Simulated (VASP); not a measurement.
CaSe in VASP: the effect of strain

CaSe:

```
CELL_PARAMETERS angstrom
0.00000 2.95600 2.95600
2.83776 0.00000 2.95600
2.83776 2.95600 0.00000
ATOMIC_POSITIONS crystal
Se 0.50000 0.50000 0.50000
Ca 0.00000 0.00000 0.00000
```

The cell isn't the ideal one: strain = -0.04.

Alike in all runs:

* Program: VASP 6.6.1
* Task: relaxation of the atoms
* Functional: PBE
* Potentials or basis: VASP PAW PBE potentials, release 64 (Se, Ca_sv)
* Cutoff: 520 eV
* k mesh: 8 × 8 × 8
* Occupations: fermi-dirac, width 0.05 eV
* Spin: no spin polarisation
* Strain kind: uniaxial_x
* Further INCAR settings: ALGO = Normal; EDIFF = 1e-07; IBRION = 2; EDIFFG = -0.02; NSW = 40

Each run relaxes the cell or the atoms first.

Question: One run gave: gap on the mesh 2.10 eV; pressure -0.4 GPa. Which strain did it use?
A. 0.02
B. 0.01
C. -0.04
D. 0.04
E. -0.02

Answer: D.

```csv
strain,gap on the mesh (eV),pressure (GPa)
-0.04,1.87,4.0
-0.02,1.95,2.5
-0.01,1.99,1.9
0,2.02,1.3
0.01,2.04,0.8
0.02,2.06,0.4
0.04,2.10,-0.4
```

Caveats: the relaxation stopped at its first step, so nothing moved.

A k mesh can miss the band edges.
